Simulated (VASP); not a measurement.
Here is a VASP 6.6.1 calculation.

INCAR

```
SYSTEM = H2CO
ALGO     = Normal         ! electronic algorithm
EDIFF    = 1E-6           ! SCF threshold, eV
ENCUT    = 520            ! plane-wave cutoff, eV
GGA      = PE             ! functional
ISIF     = 2              ! what is computed and relaxed
ISMEAR   = -1             ! smearing method
IVDW     = 12             ! dispersion correction
LASPH    = .True.         ! aspherical terms in the spheres
LCHARG   = .True.         ! write CHGCAR
LELF     = .True.         ! ELF
LREAL    = Auto         
LVHAR    = .True.       
LWAVE    = .False.        ! write WAVECAR
NBANDS   = 86             ! bands
NELM     = 100            ! most SCF steps
PREC     = Accurate       ! precision mode
SIGMA    = 0.02           ! smearing width, eV
```

The input KPOINTS:

```
k-points
0
Gamma
  1 1 1
  0 0 0
```

The input POSCAR:

```
H2CO
1.0
    8.4809260000      0.0000000000      0.0000000000
    0.0000000000      8.4809260000      0.0000000000
    0.0000000000      0.0000000000      8.4809260000
O C H
10 10 20
Direct
    0.1886114795      0.4537594126      0.4110282297
    0.2866786009      0.6935799228      0.9135323195
    0.6868471674      0.0769845180      1.0056449025
    0.3998502050      0.8846439646      0.3516125480
    0.6642435036      0.4779077190      0.3642998418
    0.0260466841      0.0777627349      0.2530501976
    0.7120330964      1.0966019512      0.6253798229
    0.3861488710      0.0788121486      0.8204764433
    0.9483870040      0.6216302324      0.1799095995
    0.6885922599      0.6878376253      0.6573220896
    0.3045068428      0.4347638454      0.3336663944
    0.1671397675      0.7650225931      0.8964705033
    0.6644911181      0.2075127174      0.9525021206
    0.4787920564      0.9511697190      0.2548188724
    0.7295193945      0.4030456108      0.4633927946
    0.0477306370      0.2070292796      0.1825154470
    0.8354512231      1.0311845664      0.6198615576
    0.2928100068      0.0969115872      0.7165726950
    0.9238260067      0.7579243116      0.2066637535
    0.6088721916      0.6499290290      0.7681472518
    0.3433469411      0.5143777932      0.2362949518
    0.3682145087      0.3217808999      0.3505513431
    0.0834814500      0.7324671858      0.7997475747
    0.1357634768      0.8704827751      0.9631377517
    0.6013258458      0.3107915338      1.0147123085
    0.7050998912      0.2526021333      0.8285180180
    0.4399519581      0.9733606920      0.1383811155
    0.6071978461      1.0032748782      0.2878459263
    0.6953250152      0.4296228973      0.5873179415
    0.8374203477      0.3414721458      0.4281607928
   -0.0399366767      0.3039880315      0.1789073504
    0.1546293412      0.2263667906      0.1145040058
    0.8468179064      0.9129781347      0.6867764204
    0.9326693807      1.0448859004      0.5364390634
    0.3137746987      0.1686608278      0.6061838059
    0.1869017605      0.0199034870      0.6842531110
    0.9158905525      0.8055016634      0.3337960973
    0.9109972189      0.8460043160      0.1158717810
    0.6609066038      0.6429958238      0.8858584546
    0.4776718957      0.6413096872      0.7602943358
```

Potentials or basis: VASP PAW PBE potentials, release 64 (O, C, H).

Launch:

```sh
$ cat potpaw_PBE.64/O/POTCAR potpaw_PBE.64/C/POTCAR potpaw_PBE.64/H/POTCAR > POTCAR
$ mpirun -np 1 vasp_gam > vasp.out
```

Estimate the band gap on the k mesh.

2.49 eV, direct.

Estimate the pressure.

1.3 GPa.

Estimate the dispersion energy per atom.

-0.036 eV.

Stress tensor (GPa, compression positive):
```
 2.11 -1.38 -0.28
-1.38  0.16 -0.31
-0.28 -0.31  1.50
```

Caveat: the standard files for N, O and F lose accuracy on very short bonds.
